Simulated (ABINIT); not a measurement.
AlN:

```
Al N
1.0
     3.11300    0.00000    0.00000
    -1.55650    2.69594    0.00000
     0.00000    0.00000    4.98100
Al N
2 2
Direct
  0.66667 0.33333 0.50000
  0.33333 0.66667 0.00000
  0.66667 0.33333 0.88000
  0.33333 0.66667 0.38000
```

```yaml
Program: ABINIT 10.8.3 (patched build)
Task: relaxation of cell and atoms
Functional: PBE
Potentials_or_basis: PseudoDojo NC SR PBE v0.4.1 standard
Cutoff: 980 eV
k_mesh: 8 × 8 × 4
Occupations: fermi-dirac, width 0.05 eV
Spin: no spin polarisation
```

At the start: pressure 3.4 GPa; volume 10.45 Å³/atom.

Where does the relaxation end?

Over 7 steps the energy falls by 2.1 meV/atom and the volume is 10.63 Å³/atom (+1.7 %); space group P6_3mc (No. 186, to 0.05 Å).

The path:
| step | energy change (eV) | largest force (eV/Å) | pressure (GPa) | volume (Å³) |
| --- | --- | --- | --- | --- |
| 1 | 0.0000 | 0.1306 | 3.37 | 41.80 |
| 2 | -0.0071 | 0.0679 | 1.28 | 42.24 |
| 3 | -0.0083 | 0.0439 | 0.22 | 42.46 |
| 4 | -0.0085 | 0.0076 | -0.09 | 42.53 |
| 5 | -0.0085 | 0.0008 | 0.01 | 42.51 |
| 6 | -0.0085 | 0.0001 | 0.01 | 42.51 |
| 7 | -0.0085 | 0.0001 | 0.00 | 42.51 |

Final structure:
```cif
data_structure
_symmetry_space_group_name_H-M 'P 1'
_symmetry_Int_Tables_number 1
_cell_length_a 3.1285
_cell_length_b 3.1285
_cell_length_c 5.0150
_cell_angle_alpha 90.000
_cell_angle_beta 90.000
_cell_angle_gamma 120.000
_cell_volume 42.51
loop_
_atom_site_label
_atom_site_type_symbol
_atom_site_fract_x
_atom_site_fract_y
_atom_site_fract_z
_atom_site_occupancy
Al1 Al 0.66667 0.33333 0.49923 1
Al2 Al 0.33333 0.66667 0.99923 1
N1 N 0.66667 0.33333 0.88077 1
N2 N 0.33333 0.66667 0.38077 1
```
